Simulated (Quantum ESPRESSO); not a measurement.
Here is a Quantum ESPRESSO 7.5 calculation.

The input pw.in:

```
&CONTROL
  calculation = 'scf'
  prefix = 'pwscf'
  outdir = './tmp'
  pseudo_dir = './pseudo'
  tprnfor = .true.
  tstress = .true.
  disk_io = 'low'
/
&SYSTEM
  ibrav = 0
  celldm(1) = 8
  nat = 2
  ntyp = 1
  ecutwfc = 45
  ecutrho = 360
  nbnd = 9
  occupations = 'smearing'
  smearing = 'fd'
  degauss = 0.00367493
/
&ELECTRONS
  conv_thr = 4d-10
  electron_maxstep = 120
  mixing_beta = 0.5
/
ATOMIC_SPECIES
Si    28.0850 si_lda_v1.uspp.F.UPF
CELL_PARAMETERS alat
  0.9734333591596   0.0000000000000   0.0000000000000
 -0.4867154985010   0.8430186349838   0.0000000000000
  0.0000000000000   0.0000000000000   0.6271032522994
ATOMIC_POSITIONS crystal
Si     0.3333300000    0.6666700000    0.5000000000
Si     0.6666700000    0.3333300000    0.5000000000
K_POINTS automatic
8 8 10 0 0 0
```

File nscf.in:

```
&CONTROL
  calculation = 'nscf'
  prefix = 'pwscf'
  outdir = './tmp'
  pseudo_dir = './pseudo'
  disk_io = 'low'
/
&SYSTEM
  ibrav = 0
  celldm(1) = 8
  nat = 2
  ntyp = 1
  ecutwfc = 45
  ecutrho = 360
  nbnd = 16
  occupations = 'smearing'
  smearing = 'fd'
  degauss = 0.00367493
  nosym = .true.
  noinv = .true.
/
&ELECTRONS
  conv_thr = 1d-09
  electron_maxstep = 120
  mixing_beta = 0.5
  diago_full_acc = .true.
  startingwfc = 'random'
/
ATOMIC_SPECIES
Si    28.0850 si_lda_v1.uspp.F.UPF
CELL_PARAMETERS alat
  0.9734333591596   0.0000000000000   0.0000000000000
 -0.4867154985010   0.8430186349838   0.0000000000000
  0.0000000000000   0.0000000000000   0.6271032522994
ATOMIC_POSITIONS crystal
Si     0.3333300000    0.6666700000    0.5000000000
Si     0.6666700000    0.3333300000    0.5000000000
K_POINTS crystal
150
  0.00000000   0.00000000   0.00000000 6.66666667e-03
  0.00000000   0.00000000   0.16666667 6.66666667e-03
  0.00000000   0.00000000   0.33333333 6.66666667e-03
  0.00000000   0.00000000   0.50000000 6.66666667e-03
  0.00000000   0.00000000   0.66666667 6.66666667e-03
  0.00000000   0.00000000   0.83333333 6.66666667e-03
[... 142 lines left out ...]
  0.80000000   0.80000000   0.66666667 6.66666667e-03
  0.80000000   0.80000000   0.83333333 6.66666667e-03
```

Contents of pw2wan.in:

```
&INPUTPP
  prefix = 'pwscf'
  outdir = './tmp'
  seedname = 'w'
  write_mmn = .true.
  write_amn = .true.
  scdm_proj = .true.
  scdm_entanglement = 'erfc'
  scdm_mu = 8.32
  scdm_sigma = 2
/
```

Contents of bands.in:

```
&CONTROL
  calculation = 'bands'
  prefix = 'pwscf'
  outdir = './tmp'
  pseudo_dir = './pseudo'
  disk_io = 'low'
/
&SYSTEM
  ibrav = 0
  celldm(1) = 8
  nat = 2
  ntyp = 1
  ecutwfc = 45
  ecutrho = 360
  nbnd = 16
  occupations = 'smearing'
  smearing = 'fd'
  degauss = 0.00367493
/
&ELECTRONS
  conv_thr = 1d-08
  electron_maxstep = 120
  mixing_beta = 0.5
  diago_full_acc = .true.
  startingwfc = 'random'
/
ATOMIC_SPECIES
Si    28.0850 si_lda_v1.uspp.F.UPF
CELL_PARAMETERS alat
  0.9734333591596   0.0000000000000   0.0000000000000
 -0.4867154985010   0.8430186349838   0.0000000000000
  0.0000000000000   0.0000000000000   0.6271032522994
ATOMIC_POSITIONS crystal
Si     0.3333300000    0.6666700000    0.5000000000
Si     0.6666700000    0.3333300000    0.5000000000
K_POINTS crystal
87
  0.00000000   0.00000000   0.00000000 1
  0.05555600   0.00000000   0.00000000 1
  0.11111100   0.00000000   0.00000000 1
  0.16666700   0.00000000   0.00000000 1
  0.22222200   0.00000000   0.00000000 1
  0.27777800   0.00000000   0.00000000 1
  0.33333300   0.00000000   0.00000000 1
  0.38888900   0.00000000   0.00000000 1
  0.44444400   0.00000000   0.00000000 1
  0.50000000   0.00000000   0.00000000 1
  0.46666700   0.06666700   0.00000000 1
  0.43333300   0.13333300   0.00000000 1
  0.40000000   0.20000000   0.00000000 1
  0.36666700   0.26666700   0.00000000 1
  0.33333300   0.33333300   0.00000000 1
  0.30000000   0.30000000   0.00000000 1
  0.26666700   0.26666700   0.00000000 1
  0.23333300   0.23333300   0.00000000 1
  0.20000000   0.20000000   0.00000000 1
  0.16666700   0.16666700   0.00000000 1
  0.13333300   0.13333300   0.00000000 1
  0.10000000   0.10000000   0.00000000 1
  0.06666700   0.06666700   0.00000000 1
  0.03333300   0.03333300   0.00000000 1
  0.00000000   0.00000000   0.00000000 1
  0.00000000   0.00000000   0.04166700 1
  0.00000000   0.00000000   0.08333300 1
  0.00000000   0.00000000   0.12500000 1
  0.00000000   0.00000000   0.16666700 1
  0.00000000   0.00000000   0.20833300 1
  0.00000000   0.00000000   0.25000000 1
  0.00000000   0.00000000   0.29166700 1
  0.00000000   0.00000000   0.33333300 1
  0.00000000   0.00000000   0.37500000 1
  0.00000000   0.00000000   0.41666700 1
  0.00000000   0.00000000   0.45833300 1
  0.00000000   0.00000000   0.50000000 1
  0.05555600   0.00000000   0.50000000 1
  0.11111100   0.00000000   0.50000000 1
  0.16666700   0.00000000   0.50000000 1
  0.22222200   0.00000000   0.50000000 1
  0.27777800   0.00000000   0.50000000 1
  0.33333300   0.00000000   0.50000000 1
  0.38888900   0.00000000   0.50000000 1
  0.44444400   0.00000000   0.50000000 1
  0.50000000   0.00000000   0.50000000 1
  0.46666700   0.06666700   0.50000000 1
  0.43333300   0.13333300   0.50000000 1
  0.40000000   0.20000000   0.50000000 1
  0.36666700   0.26666700   0.50000000 1
  0.33333300   0.33333300   0.50000000 1
  0.30000000   0.30000000   0.50000000 1
  0.26666700   0.26666700   0.50000000 1
  0.23333300   0.23333300   0.50000000 1
  0.20000000   0.20000000   0.50000000 1
  0.16666700   0.16666700   0.50000000 1
  0.13333300   0.13333300   0.50000000 1
  0.10000000   0.10000000   0.50000000 1
  0.06666700   0.06666700   0.50000000 1
  0.03333300   0.03333300   0.50000000 1
  0.00000000   0.00000000   0.50000000 1
  0.50000000   0.00000000   0.50000000 1
  0.50000000   0.00000000   0.45833300 1
  0.50000000   0.00000000   0.41666700 1
  0.50000000   0.00000000   0.37500000 1
  0.50000000   0.00000000   0.33333300 1
  0.50000000   0.00000000   0.29166700 1
  0.50000000   0.00000000   0.25000000 1
  0.50000000   0.00000000   0.20833300 1
  0.50000000   0.00000000   0.16666700 1
  0.50000000   0.00000000   0.12500000 1
  0.50000000   0.00000000   0.08333300 1
  0.50000000   0.00000000   0.04166700 1
  0.50000000   0.00000000   0.00000000 1
  0.33333300   0.33333300   0.00000000 1
  0.33333300   0.33333300   0.04166700 1
  0.33333300   0.33333300   0.08333300 1
  0.33333300   0.33333300   0.12500000 1
  0.33333300   0.33333300   0.16666700 1
  0.33333300   0.33333300   0.20833300 1
  0.33333300   0.33333300   0.25000000 1
  0.33333300   0.33333300   0.29166700 1
  0.33333300   0.33333300   0.33333300 1
  0.33333300   0.33333300   0.37500000 1
  0.33333300   0.33333300   0.41666700 1
  0.33333300   0.33333300   0.45833300 1
  0.33333300   0.33333300   0.50000000 1
```

Contents of w.win:

```
num_wann = 8
num_bands = 16
auto_projections = true
dis_num_iter = 0
num_iter = 1200
search_shells = 100
kmesh_tol = 1.0d-4
conv_tol = 1.0d-8
conv_window = 4
num_print_cycles = 200
fermi_energy = 6.3182
bands_plot = true
write_hr = true
mp_grid = 5 5 6
begin unit_cell_cart
ang
  4.1209500000   0.0000000000   0.0000000000
 -2.0604700000   3.5688500000   0.0000000000
  0.0000000000   0.0000000000   2.6547900000
end unit_cell_cart
begin atoms_frac
Si   0.3333300000   0.6666700000   0.5000000000
Si   0.6666700000   0.3333300000   0.5000000000
end atoms_frac
begin kpoint_path
G   0.0000000000   0.0000000000   0.0000000000  M   0.5000000000   0.0000000000   0.0000000000
M   0.5000000000   0.0000000000   0.0000000000  K   0.3333333333   0.3333333333   0.0000000000
K   0.3333333333   0.3333333333   0.0000000000  G   0.0000000000   0.0000000000   0.0000000000
G   0.0000000000   0.0000000000   0.0000000000  A   0.0000000000   0.0000000000   0.5000000000
A   0.0000000000   0.0000000000   0.5000000000  L   0.5000000000   0.0000000000   0.5000000000
L   0.5000000000   0.0000000000   0.5000000000  H   0.3333333333   0.3333333333   0.5000000000
H   0.3333333333   0.3333333333   0.5000000000  A   0.0000000000   0.0000000000   0.5000000000
L   0.5000000000   0.0000000000   0.5000000000  M   0.5000000000   0.0000000000   0.0000000000
K   0.3333333333   0.3333333333   0.0000000000  H   0.3333333333   0.3333333333   0.5000000000
end kpoint_path
bands_num_points = 9
begin kpoints
  0.00000000   0.00000000   0.00000000
  0.00000000   0.00000000   0.16666667
  0.00000000   0.00000000   0.33333333
  0.00000000   0.00000000   0.50000000
  0.00000000   0.00000000   0.66666667
  0.00000000   0.00000000   0.83333333
[... 142 lines left out ...]
  0.80000000   0.80000000   0.66666667
  0.80000000   0.80000000   0.83333333
end kpoints
```

Potentials or basis: GBRV 1.5 LDA.

Run with:

```bash
$ OMP_NUM_THREADS=1 pw.x -in pw.in > pw.out
$ OMP_NUM_THREADS=1 pw.x -in nscf.in > nscf.out
$ wannier90.x -pp w
$ OMP_NUM_THREADS=1 pw2wannier90.x -in pw2wan.in > pw2wan.out
$ wannier90.x w
$ OMP_NUM_THREADS=1 pw.x -in bands.in > bands.out
```

Problem. Estimate the total Wannier spread.

Solution. 33.20 Å² over 8 functions.

Problem. What does it give for the RMS miss of the Wannier bands?

Solution. 0.156 eV.

Problem. What does it give for the pressure?

Solution. -3.2 GPa.

Problem. Estimate the band gap on the k mesh.

Solution. None (metal or under the smearing width).

Wannier functions:
| function | nearest atom | distance (Å) | spread (Å²) | on-site energy from the reference level (eV) |
| --- | --- | --- | --- | --- |
| 1 | 1 Si | 0.99 | 2.39 | -3.20 |
| 2 | 1 Si | 0.69 | 2.50 | -3.33 |
| 3 | 1 Si | 1.25 | 5.02 | 0.79 |
| 4 | 2 Si | 0.61 | 3.31 | -1.33 |
| 5 | 2 Si | 0.51 | 5.86 | 2.63 |
| 6 | 2 Si | 1.19 | 5.46 | 1.42 |
| 7 | 1 Si | 1.05 | 5.29 | 1.20 |
| 8 | 2 Si | 0.59 | 3.36 | -0.47 |
